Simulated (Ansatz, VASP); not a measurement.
# One calculation of KCl, two programs

The input INCAR:

```
SYSTEM = KCl
  PREC = Accurate
  ENCUT = 520
  EDIFF = 1E-7
  ISMEAR = -1
  SIGMA = 0.02
  LREAL = .False.
  LASPH = .True.
  NELM = 60
  ALGO = Normal
  ISIF = 2
  LWAVE = .False.
  LCHARG = .True.
  GGA = PE
  LELF = .True.
  LVHAR = .True.
  NBANDS = 15
```

KPOINTS

```
Automatic mesh
0
Gamma
  7 7 7
  0 0 0
```

POSCAR

```
KCl
1.0
    3.6340000000      0.0000000000      0.0000000000
    0.0000000000      3.6340000000      0.0000000000
    0.0000000000      0.0000000000      3.7066800000
K Cl
1 1
Direct
    0.0000000000      0.0000000000      0.0000000000
    0.5000000000      0.5000000000      0.5000000000
```

Input for Ansatz:

```yaml
crystal:
  lattice:
    - [3.634, 0.0, 0.0]
    - [0.0, 3.634, 0.0]
    - [0.0, 0.0, 3.70668]
  atoms:
    - { symbol: K, position: [0.0, 0.0, 0.0] }
    - { symbol: Cl, position: [0.5, 0.5, 0.5] }
kpoints:
  mp_grid: { grid: [7, 7, 7] }
  band_path:
    path:
      - [0.0, 0.0, 0.0]
      - [0.0, 0.5, 0.0]
      - [0.5, 0.5, 0.0]
      - [0.0, 0.0, 0.0]
      - [0.0, 0.0, 0.5]
      - [0.0, 0.5, 0.5]
      - [0.5, 0.5, 0.5]
      - [0.0, 0.0, 0.5]
      - [0.0, 0.5, 0.0]
    npoints: 5
scf:
  occupations: { method: fermi_dirac, width: 0.02 }
hamiltonian:
  xc: pbe
  pseudopotentials: { kind: all_electron, lapw: { basis_error: 0.0005 } }
output:
  forces: true
  stress: true
  eigenvalues: true
```

Change from the starting cell: zz strain of +2 %.

Alike in both runs: task single point; functional PBE; k mesh 7 × 7 × 7; occupations fermi-dirac, width 0.02 eV; no spin polarisation.

|  | VASP | Ansatz |
| --- | --- | --- |
| version | VASP 6.6.1 | Ansatz 0.2.0 |
| potentials or method | VASP PAW PBE potentials, release 64 (K_sv, Cl) | all-electron LAPW, scalar-relativistic |
| plane-wave cutoff (eV) | 520 | see its input |

Ansatz gave:

```
gap on the k mesh at the Fermi level (eV)       : 5.46
pressure (GPa)                                  : 3.7
largest component of the traceless stress (GPa) : 0.67
```

Q: What did VASP give for the same quantities?

A: gap on the k mesh at the Fermi level (eV): 5.46; pressure (GPa): 3.8; largest component of the traceless stress (GPa): 0.67.

Ansatz ran all-electron here, so the differences hold the error of VASP's frozen core and of both bases.

Caveats: an odd mesh through Γ misses points on the zone boundary, where band edges often lie.
